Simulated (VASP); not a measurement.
Ge: atomic charges with PBEsol

The system is Ge.

```
Ge
1.0
     1.39715   -2.60052    0.00000
     1.39715    2.60052    0.00000
     0.00000    0.00000    2.69823
Ge
1
Direct
  0.50000 0.50000 0.00000
```

This isn't the form of Ge at room conditions, which is diamond.

| Item | Value |
| --- | --- |
| Program | VASP 6.6.1 |
| Task | atomic charges |
| Functional | PBEsol |
| Potentials or basis | VASP PAW PBE potentials, release 64 (Ge_d) |
| Cutoff | 520 eV |
| k mesh | 8 × 8 × 7 |
| Occupations | tetrahedron |
| Spin | spin-orbit coupling, no magnetisation |
| Further INCAR settings | ALGO = Normal; EDIFF = 1e-06 |

```json
{
 "Pressure": "-4.1 GPa",
 "Valence electrons inside the program's atomic spheres": "Ge 12.21"
}
```

Stress tensor (GPa, compression positive):
```
-2.73  0.00  0.00
 0.00 -5.78  0.00
 0.00  0.00 -3.84
```

It took 32 s on 1 thread of Intel(R) Xeon(R) Platinum 8488C (Sapphire Rapids), on a shared host, peak memory 0.21 GiB.

Caveat: the PAW data sets were made with another functional, which shifts forces and pressure a little.
